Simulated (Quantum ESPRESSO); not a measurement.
# Pb (Fm-3m) in Quantum ESPRESSO: further runs

One crystal, Pb, is run at these levels: LDA, PBE, PBEsol; tasks: phonon dispersion, Wannier functions.

Everything below comes from runs of Quantum ESPRESSO 7.5. Logs are shortened: lines on timing, memory, paths and dates and some standing lists are left out, and cuts for length are marked.

**1. The structure**

The structure is cubic, space group Fm-3m (No. 225). The conventional cell has a = 4.950 Å, b = 4.950 Å, c = 4.950 Å, α = 90.00°, β = 90.00°, γ = 90.00°. Pb (site symmetry m-3m) has 12 Pb at 3.50 Å as nearest neighbours.

**2. Phonon dispersion, LDA**

pw.in reads:

```
&CONTROL
  calculation = 'scf'
  prefix = 'pwscf'
  outdir = './tmp'
  pseudo_dir = './pseudo'
  tprnfor = .true.
  tstress = .true.
  disk_io = 'low'
/
&SYSTEM
  ibrav = 0
  nat = 1
  ntyp = 1
  ecutwfc = 45
  ecutrho = 360
  nbnd = 13
  occupations = 'smearing'
  smearing = 'mv'
  degauss = 0.01469973
/
&ELECTRONS
  conv_thr = 2d-10
  electron_maxstep = 120
  mixing_beta = 0.5
/
ATOMIC_SPECIES
Pb   207.2000 pb_lda_v1.uspp.F.UPF
CELL_PARAMETERS angstrom
   0.0000000000    2.4750200000    2.4750200000
   2.4750200000    0.0000000000    2.4750200000
   2.4750200000    2.4750200000    0.0000000000
ATOMIC_POSITIONS crystal
Pb     0.0000000000    0.0000000000    0.0000000000
K_POINTS automatic
10 10 10 0 0 0
```

relax.in reads:

```
&CONTROL
  calculation = 'vc-relax'
  prefix = 'pwscf'
  outdir = './tmp'
  pseudo_dir = './pseudo'
  tprnfor = .true.
  tstress = .true.
  disk_io = 'low'
  nstep = 40
  forc_conv_thr = 0.0001
  etot_conv_thr = 1d-06
/
&SYSTEM
  ibrav = 0
  nat = 1
  ntyp = 1
  ecutwfc = 45
  ecutrho = 360
  nbnd = 13
  occupations = 'smearing'
  smearing = 'mv'
  degauss = 0.01469973
/
&ELECTRONS
  conv_thr = 2d-10
  electron_maxstep = 120
  mixing_beta = 0.5
/
&IONS
  ion_dynamics = 'bfgs'
/
&CELL
  cell_dynamics = 'bfgs'
  press = 0
  press_conv_thr = 0.2
/
ATOMIC_SPECIES
Pb   207.2000 pb_lda_v1.uspp.F.UPF
CELL_PARAMETERS angstrom
   0.0000000000    2.4750200000    2.4750200000
   2.4750200000    0.0000000000    2.4750200000
   2.4750200000    2.4750200000    0.0000000000
ATOMIC_POSITIONS crystal
Pb     0.0000000000    0.0000000000    0.0000000000
K_POINTS automatic
10 10 10 0 0 0
```

scf2.in reads:

```
&CONTROL
  calculation = 'scf'
  prefix = 'pwscf'
  outdir = './tmp'
  pseudo_dir = './pseudo'
  tprnfor = .true.
  tstress = .true.
  disk_io = 'low'
/
&SYSTEM
  ibrav = 0
  nat = 1
  ntyp = 1
  ecutwfc = 45
  ecutrho = 360
  nbnd = 13
  occupations = 'smearing'
  smearing = 'mv'
  degauss = 0.01469973
/
&ELECTRONS
  conv_thr = 1d-13
  electron_maxstep = 120
  mixing_beta = 0.5
  startingpot = 'file'
  startingwfc = 'file'
/
ATOMIC_SPECIES
Pb   207.2000 pb_lda_v1.uspp.F.UPF
CELL_PARAMETERS angstrom
   0.0000000000    2.4317737272    2.4317737272
   2.4317737272    0.0000000000    2.4317737272
   2.4317737272    2.4317737272    0.0000000000
ATOMIC_POSITIONS crystal
Pb     0.0000000000    0.0000000000    0.0000000000
K_POINTS automatic
10 10 10 0 0 0
```

ph.in reads:

```
phonon_bands of Pb
&INPUTPH
  prefix = 'pwscf'
  outdir = './tmp'
  tr2_ph = 1d-18
  fildyn = 'dyn'
  niter_ph = 90
  alpha_mix(1) = 0.4
  ldisp = .true.
  nq1 = 2
  nq2 = 2
  nq3 = 2
/
```

q2r.in reads:

```
&INPUT
  fildyn = 'dyn'
  zasr = 'crystal'
  flfrc = 'fc'
/
```

matdyn.in reads:

```
&INPUT
  asr = 'crystal'
  flfrc = 'fc'
  flfrq = 'freq'
  q_in_cryst_coord = .true.
  flvec = ' '
/
80
 0.0000000000  0.0000000000  0.0000000000
 0.0454545455  0.0000000000  0.0454545455
 0.0909090909  0.0000000000  0.0909090909
 0.1363636364  0.0000000000  0.1363636364
 0.1818181818  0.0000000000  0.1818181818
 0.2272727273  0.0000000000  0.2272727273
 0.2727272727  0.0000000000  0.2727272727
 0.3181818182  0.0000000000  0.3181818182
 0.3636363636  0.0000000000  0.3636363636
 0.4090909091  0.0000000000  0.4090909091
 0.4545454545  0.0000000000  0.4545454545
 0.5000000000  0.0000000000  0.5000000000
 0.5000000000  0.0500000000  0.5500000000
 0.5000000000  0.1000000000  0.6000000000
 0.5000000000  0.1500000000  0.6500000000
 0.5000000000  0.2000000000  0.7000000000
 0.5000000000  0.2500000000  0.7500000000
 0.4687500000  0.2812500000  0.7500000000
 0.4375000000  0.3125000000  0.7500000000
 0.4062500000  0.3437500000  0.7500000000
 0.3750000000  0.3750000000  0.7500000000
 0.3461538462  0.3461538462  0.6923076923
 0.3173076923  0.3173076923  0.6346153846
 0.2884615385  0.2884615385  0.5769230769
 0.2596153846  0.2596153846  0.5192307692
 0.2307692308  0.2307692308  0.4615384615
 0.2019230769  0.2019230769  0.4038461538
 0.1730769231  0.1730769231  0.3461538462
 0.1442307692  0.1442307692  0.2884615385
 0.1153846154  0.1153846154  0.2307692308
 0.0865384615  0.0865384615  0.1730769231
 0.0576923077  0.0576923077  0.1153846154
 0.0288461538  0.0288461538  0.0576923077
 0.0000000000  0.0000000000  0.0000000000
 0.0454545455  0.0454545455  0.0454545455
 0.0909090909  0.0909090909  0.0909090909
 0.1363636364  0.1363636364  0.1363636364
 0.1818181818  0.1818181818  0.1818181818
 0.2272727273  0.2272727273  0.2272727273
 0.2727272727  0.2727272727  0.2727272727
 0.3181818182  0.3181818182  0.3181818182
 0.3636363636  0.3636363636  0.3636363636
 0.4090909091  0.4090909091  0.4090909091
 0.4545454545  0.4545454545  0.4545454545
 0.5000000000  0.5000000000  0.5000000000
 0.5178571429  0.4642857143  0.5178571429
 0.5357142857  0.4285714286  0.5357142857
 0.5535714286  0.3928571429  0.5535714286
 0.5714285714  0.3571428571  0.5714285714
 0.5892857143  0.3214285714  0.5892857143
 0.6071428571  0.2857142857  0.6071428571
 0.6250000000  0.2500000000  0.6250000000
 0.5937500000  0.2500000000  0.6562500000
 0.5625000000  0.2500000000  0.6875000000
 0.5312500000  0.2500000000  0.7187500000
 0.5000000000  0.2500000000  0.7500000000
 0.5000000000  0.2750000000  0.7250000000
 0.5000000000  0.3000000000  0.7000000000
 0.5000000000  0.3250000000  0.6750000000
 0.5000000000  0.3500000000  0.6500000000
 0.5000000000  0.3750000000  0.6250000000
 0.5000000000  0.4000000000  0.6000000000
 0.5000000000  0.4250000000  0.5750000000
 0.5000000000  0.4500000000  0.5500000000
 0.5000000000  0.4750000000  0.5250000000
 0.5000000000  0.5000000000  0.5000000000
 0.4861111111  0.4861111111  0.5277777778
 0.4722222222  0.4722222222  0.5555555556
 0.4583333333  0.4583333333  0.5833333333
 0.4444444444  0.4444444444  0.6111111111
 0.4305555556  0.4305555556  0.6388888889
 0.4166666667  0.4166666667  0.6666666667
 0.4027777778  0.4027777778  0.6944444444
 0.3888888889  0.3888888889  0.7222222222
 0.3750000000  0.3750000000  0.7500000000
 0.6250000000  0.2500000000  0.6250000000
 0.5937500000  0.1875000000  0.5937500000
 0.5625000000  0.1250000000  0.5625000000
 0.5312500000  0.0625000000  0.5312500000
 0.5000000000  0.0000000000  0.5000000000
```

matdyn_dos.in reads:

```
&INPUT
  asr = 'crystal'
  flfrc = 'fc'
  dos = .true.
  fldos = 'phdos'
  nk1 = 15
  nk2 = 15
  nk3 = 15
  deltaE = 0.5
  flvec = ' '
  flfrq = ' '
/
```

matdyn_mesh.in reads:

```
&INPUT
  asr = 'crystal'
  flfrc = 'fc'
  flfrq = 'mesh'
  q_in_cryst_coord = .true.
  flvec = ' '
/
1000
 0.05000000  0.05000000  0.05000000
 0.05000000  0.05000000  0.15000000
 0.05000000  0.05000000  0.25000000
[... 997 further points of the even 10 x 10 x 10 mesh, shifted by half a step ...]
```

Potentials or basis: GBRV 1.5 LDA.

Command:

```
$ OMP_NUM_THREADS=1 pw.x -in pw.in > pw.out
$ OMP_NUM_THREADS=1 pw.x -in relax.in > relax.out
$ OMP_NUM_THREADS=1 pw.x -in scf2.in > scf2.out
$ OMP_NUM_THREADS=1 ph.x -in ph.in > ph.out
$ OMP_NUM_THREADS=1 q2r.x -in q2r.in > q2r.out
$ OMP_NUM_THREADS=1 matdyn.x -in matdyn.in > matdyn.out
$ OMP_NUM_THREADS=1 matdyn.x -in matdyn_dos.in > matdyn_dos.out
$ OMP_NUM_THREADS=1 matdyn.x -in matdyn_mesh.in > matdyn_mesh.out
```

pw.out:

```text
This program is part of the open-source Quantum ESPRESSO suite
     for quantum simulation of materials; please cite
[... 9 lines left out ...]
     --------------------
     sticks:   dense  smooth     PW     G-vecs:    dense   smooth      PW
     Sum        1069     547    163                23505     8363    1459

     Using Slab Decomposition

     bravais-lattice index     =            0
     lattice parameter (alat)  =       6.6144  a.u.
     unit-cell volume          =     204.6269 (a.u.)^3
     number of atoms/cell      =            1
     number of atomic types    =            1
     number of electrons       =        14.00
     number of Kohn-Sham states=           13
     kinetic-energy cutoff     =      45.0000  Ry
     charge density cutoff     =     360.0000  Ry
     scf convergence threshold =      2.0E-10
     mixing beta               =       0.5000
     number of iterations used =            8  plain     mixing
     Exchange-correlation= SLA  PZ   NOGX NOGC
                           (   1   1   0   0   0   0   0)

     celldm(1)=   6.614432  celldm(2)=   0.000000  celldm(3)=   0.000000
     celldm(4)=   0.000000  celldm(5)=   0.000000  celldm(6)=   0.000000

[... 8 lines left out ...]
               b(3) = (  0.707107  0.707107 -0.707107 )

     PseudoPot. # 1 for Pb read from file:
     pb_lda_v1.uspp.F.UPF
     Pseudo is Ultrasoft + core correction, Zval = 14.0
     Generated by new atomic code, or converted to UPF format
     Using radial grid of  899 points,  6 beta functions with:
                l(1) =   0
                l(2) =   0
                l(3) =   1
                l(4) =   1
                l(5) =   2
                l(6) =   2
     Q(r) pseudized with  6 coefficients,  rinner =    1.000   1.000   1.000
                                                       1.000   1.000

     atomic species   valence    mass     pseudopotential
     Pb               14.00   207.20000     Pb( 1.00)

     48 Sym. Ops., with inversion, found

   Cartesian axes

     site n.     atom                  positions (alat units)
         1        Pb     tau(   1) = (   0.0000000   0.0000000   0.0000000  )

     number of k points=    47  Marzari-Vanderbilt smearing, width (Ry)=  0.0147
                       cart. coord. in units 2pi/alat
        k(    1) = (   0.0000000   0.0000000   0.0000000), wk =   0.0020000
        k(    2) = (   0.0707107   0.0707107  -0.0707107), wk =   0.0160000
        k(    3) = (   0.1414214   0.1414214  -0.1414214), wk =   0.0160000
        k(    4) = (   0.2121320   0.2121320  -0.2121320), wk =   0.0160000
        k(    5) = (   0.2828427   0.2828427  -0.2828427), wk =   0.0160000
        k(    6) = (  -0.3535534  -0.3535534   0.3535534), wk =   0.0080000
[... 39 lines left out ...]
        k(   46) = (  -0.0707107  -0.3535534   0.6363961), wk =   0.0480000
        k(   47) = (  -0.7071068   0.2828427   0.0000000), wk =   0.0240000

     Dense  grid:    23505 G-vectors     FFT dimensions: (  40,  40,  40)

     Smooth grid:     8363 G-vectors     FFT dimensions: (  30,  30,  30)

     Check: negative core charge=   -0.000002

     Initial potential from superposition of free atoms

     starting charge      13.9982, renormalised to      14.0000

     negative rho (up, down):  1.534E-02 0.000E+00
     Starting wfcs are    9 randomized atomic wfcs +    4 random wfcs

     Self-consistent Calculation

     iteration #  1     ecut=    45.00 Ry     beta= 0.50
     Davidson diagonalization with overlap
     ethr =  1.00E-02,  avg # of iterations =  4.7

     Threshold (ethr) on eigenvalues was too large:
     Diagonalizing with lowered threshold

     Davidson diagonalization with overlap
     c_bands:  1 eigenvalues not converged
     c_bands:  1 eigenvalues not converged
     c_bands:  1 eigenvalues not converged
     ethr =  1.88E-05,  avg # of iterations = 12.9

     negative rho (up, down):  1.548E-02 0.000E+00

     total energy              =    -164.02882609 Ry
     estimated scf accuracy    <       0.00266859 Ry

     iteration #  2     ecut=    45.00 Ry     beta= 0.50
     Davidson diagonalization with overlap
     ethr =  1.91E-05,  avg # of iterations =  2.2

     negative rho (up, down):  1.561E-02 0.000E+00

     total energy              =    -164.02918373 Ry
     estimated scf accuracy    <       0.00014687 Ry

     iteration #  3     ecut=    45.00 Ry     beta= 0.50
     Davidson diagonalization with overlap
     c_bands:  1 eigenvalues not converged
     ethr =  1.05E-06,  avg # of iterations =  4.4

     negative rho (up, down):  1.575E-02 0.000E+00

     total energy              =    -164.02918994 Ry
     estimated scf accuracy    <       0.00001923 Ry

     iteration #  4     ecut=    45.00 Ry     beta= 0.50
     Davidson diagonalization with overlap
     ethr =  1.37E-07,  avg # of iterations =  1.6

     negative rho (up, down):  1.579E-02 0.000E+00

     total energy              =    -164.02919103 Ry
     estimated scf accuracy    <       0.00000007 Ry

     iteration #  5     ecut=    45.00 Ry     beta= 0.50
     Davidson diagonalization with overlap
     ethr =  4.85E-10,  avg # of iterations =  4.2

     negative rho (up, down):  1.579E-02 0.000E+00

     total energy              =    -164.02919128 Ry
     estimated scf accuracy    <          5.6E-09 Ry

     iteration #  6     ecut=    45.00 Ry     beta= 0.50
     Davidson diagonalization with overlap
     ethr =  4.00E-11,  avg # of iterations =  2.7

     negative rho (up, down):  1.579E-02 0.000E+00

     End of self-consistent calculation

          k = 0.0000 0.0000 0.0000 (  1037 PWs)   bands (ev):

    -6.0589  -6.0589  -6.0589  -5.9165  -5.9165  -0.8893  17.9975  18.2310
    18.2311  18.2311  20.8017  22.3218  23.4491

          k = 0.0707 0.0707-0.0707 (  1028 PWs)   bands (ev):

    -6.0594  -6.0450  -6.0450  -5.9169  -5.9169  -0.6976  16.2391  18.0026
    18.0026  18.0078  20.4368  23.1562  23.8579

          k = 0.1414 0.1414-0.1414 (  1037 PWs)   bands (ev):
[... 131 lines left out ...]
    -6.2006  -6.1137  -5.8089  -5.7727  -5.7575   3.7767   8.1972  12.0039
    13.1490  16.9177  18.0204  18.6234  28.7033

          k = 0.0000-0.5657 0.5657 (  1037 PWs)   bands (ev):

    -6.1641  -6.0685  -5.8320  -5.8156  -5.7738   4.0848   8.2778  10.3248
    13.5161  17.2486  18.0229  20.9380  27.8243

          k =-0.7071 0.0000 0.0000 (  1034 PWs)   bands (ev):

    -6.2238  -6.1338  -5.7914  -5.7463  -5.7463   4.0909   7.6393  12.9180
    12.9180  16.3730  17.6570  18.0222  29.3584

          k = 0.2828 0.1414 0.0000 (  1034 PWs)   bands (ev):

    -6.0907  -6.0014  -5.9590  -5.9540  -5.8569   0.3829  12.8367  14.4839
    16.9097  18.0152  20.4220  20.5336  24.0172

          k = 0.3536 0.2121-0.0707 (  1040 PWs)   bands (ev):

    -6.0806  -6.0210  -5.9646  -5.9045  -5.8215   1.2985  10.5307  13.5520
    16.0805  18.0120  19.9117  21.7938  23.2281

          k =-0.2828-0.4243 0.5657 (  1047 PWs)   bands (ev):
[... 41 lines left out ...]
    -6.1346  -6.0622  -5.8726  -5.8302  -5.7616   3.8904   8.5662  10.6552
    12.5778  18.0032  18.6515  21.0926  25.6588

          k = 0.0000-0.4243 0.5657 (  1046 PWs)   bands (ev):

    -6.1020  -5.9883  -5.9249  -5.8717  -5.7819   3.8970   9.1919   9.3188
    13.1311  18.0086  19.0942  23.8335  24.9431

          k =-0.7071 0.1414 0.0000 (  1050 PWs)   bands (ev):

    -6.1825  -6.1087  -5.8129  -5.7966  -5.7463   4.1232   7.9603  11.9332
    12.1281  17.8267  18.0675  18.9745  27.9101

          k =-0.1414-0.4243 0.7071 (  1047 PWs)   bands (ev):

    -6.0628  -6.0509  -5.9398  -5.8443  -5.7805   3.5165   9.0774  10.5918
    12.4863  18.0111  20.6886  21.8134  23.2518

          k =-0.0707-0.3536 0.6364 (  1048 PWs)   bands (ev):

    -6.0568  -6.0075  -5.9666  -5.8725  -5.7624   3.9654   8.9059  10.0637
    12.0095  18.0114  20.9966  22.6815  24.1528

          k =-0.7071 0.2828 0.0000 (  1050 PWs)   bands (ev):

    -6.0702  -6.0571  -5.9232  -5.8587  -5.7463   4.1781   8.8830  10.2906
    11.3098  18.0107  20.7521  21.6279  24.7428

     the Fermi energy is    10.9104 ev

!    total energy              =    -164.02919129 Ry
     estimated scf accuracy    <          1.4E-10 Ry
     smearing contrib. (-TS)   =       0.00020082 Ry
     internal energy E=F+TS    =    -164.02939211 Ry

     The total energy is F=E-TS. E is the sum of the following terms:
     one-electron contribution =     -31.01776817 Ry
     hartree contribution      =      26.16923402 Ry
     xc contribution           =     -63.11373792 Ry
     ewald contribution        =     -96.06712003 Ry

     convergence has been achieved in   6 iterations

     negative rho (up, down):  1.579E-02 0.000E+00

     Forces acting on atoms (cartesian axes, Ry/au):

     atom    1 type  1   force =     0.00000000    0.00000000    0.00000000

     Total force =     0.000000     Total SCF correction =     0.000000

     Computing stress (Cartesian axis) and pressure

     negative rho (up, down):  1.579E-02 0.000E+00
          total   stress  (Ry/bohr**3)                   (kbar)     P=      -25.58
  -0.00017387   0.00000000   0.00000000          -25.58        0.00        0.00
   0.00000000  -0.00017387  -0.00000000            0.00      -25.58       -0.00
   0.00000000  -0.00000000  -0.00017387            0.00       -0.00      -25.58

=------------------------------------------------------------------------------=
   JOB DONE.
=------------------------------------------------------------------------------=
```

Run time: 7.3 min. Hardware: 1 thread of Arm Neoverse V2, shared host; peak memory 0.12 GiB.

Results:

```yaml
Free_energy: -2231.7430 eV
Relaxed_volume: 28.76 Å³/atom
Relaxed_cell: a = 3.439 Å, b = 3.439 Å, c = 3.439 Å, α = 60.00°, β = 60.00°, γ = 60.00°
Space_group_after_relaxing_to_0.05_Å: Fm-3m (No. 225)
Pressure_after_relaxing: 0.0 GPa
Band_gap_on_the_k_mesh: none (metal or under the smearing width)
Highest_phonon_frequency: 79 cm⁻¹
Zero-point_energy: 0.009 eV/atom
```

Step by step:
```
step  energy change (eV)  largest force (eV/Å)  pressure (GPa)  volume (Å³)
   1              0.0000                0.0000           -2.56        30.32
   2             -0.0056                0.0000           -1.99        29.93
   3             -0.0112                0.0000           -1.06        29.34
   4             -0.0131                0.0000            0.11        28.70
   5             -0.0131                0.0000           -0.01        28.76
   6             -0.0131                0.0000            0.00        28.76
```

Final structure:
```
Pb
1.0
     0.00000    2.43177    2.43177
     2.43177    0.00000    2.43177
     2.43177    2.43177    0.00000
Pb
1
Direct
  0.00000 0.00000 0.00000
```

Levels at points of the mesh, in eV from the Fermi level:
| k point | band 3 | band 4 | band 5 | band 6 | band 7 | band 8 | band 9 | band 10 | band 11 | band 12 |
| --- | --- | --- | --- | --- | --- | --- | --- | --- | --- | --- |
| (0.00, 0.00, 0.00) | -17.05 | -16.88 | -16.88 | -12.20 | 7.06 | 7.71 | 7.71 | 7.71 | 9.89 | 12.06 |
| (0.00, 0.00, -0.50) | -17.03 | -16.72 | -16.72 | -8.29 | -4.50 | 5.76 | 5.76 | 7.06 | 9.36 | 9.99 |
| (0.00, -0.50, -0.50) | -16.73 | -16.68 | -16.68 | -6.77 | -3.52 | 2.03 | 2.03 | 5.59 | 6.89 | 7.08 |

Phonon frequencies in cm⁻¹ (negative: imaginary):
```
              q point  frequencies
(0.000, 0.000, 0.000)        0 0 0
(0.318, 0.000, 0.318)     43 43 57
(0.500, 0.150, 0.650)     50 54 64
(0.346, 0.346, 0.692)     42 61 64
(0.144, 0.144, 0.288)     19 34 49
(0.091, 0.091, 0.091)     10 10 22
(0.409, 0.409, 0.409)     34 34 76
(0.589, 0.321, 0.589)     41 54 69
(0.500, 0.275, 0.725)     50 59 61
(0.500, 0.450, 0.550)     36 38 78
(0.431, 0.431, 0.639)     39 49 73
(0.562, 0.125, 0.562)     48 53 65
```

Phonon frequencies at the corners of the path (cm⁻¹, interpolated; i marks imaginary ones):
```tsv
point	frequencies
Γ	0 0 0
X	49 49 66
W	51 60 60
K	44 60 63
L	35 35 79
U	44 60 63
```

Phonon states per cell in windows of 5 cm⁻¹ (negative: imaginary):
| from (cm⁻¹) | total |
| --- | --- |
| 0 | 0.00 |
| 5 | 0.00 |
| 10 | 0.02 |
| 15 | 0.04 |
| 20 | 0.07 |
| 25 | 0.12 |
| 30 | 0.22 |
| 35 | 0.38 |
| 40 | 0.41 |
| 45 | 0.42 |
| 50 | 0.27 |
| 55 | 0.22 |
| 60 | 0.25 |
| 65 | 0.37 |
| 70 | 0.16 |
| 75 | 0.05 |

Harmonic thermodynamics per atom at this volume (zero-point energy 9.1 meV, Debye temperature from the second moment 95 K):
| T (K) | free energy (meV) | entropy (k_B) | heat capacity Cv (k_B) |
| --- | --- | --- | --- |
| 50 | 4.9 | 2.38 | 2.53 |
| 100 | -9.9 | 4.28 | 2.87 |
| 200 | -56.4 | 6.31 | 2.97 |
| 298.15 | -115.1 | 7.50 | 2.98 |
| 500 | -260.1 | 9.04 | 2.99 |
| 800 | -513.5 | 10.45 | 3.00 |

Caveat: the q mesh is small, so phonon branches between its points and thermal values are rough. Spin-orbit coupling is left out, which matters for the levels of Pb.

(Continued in part 2 of 6.)
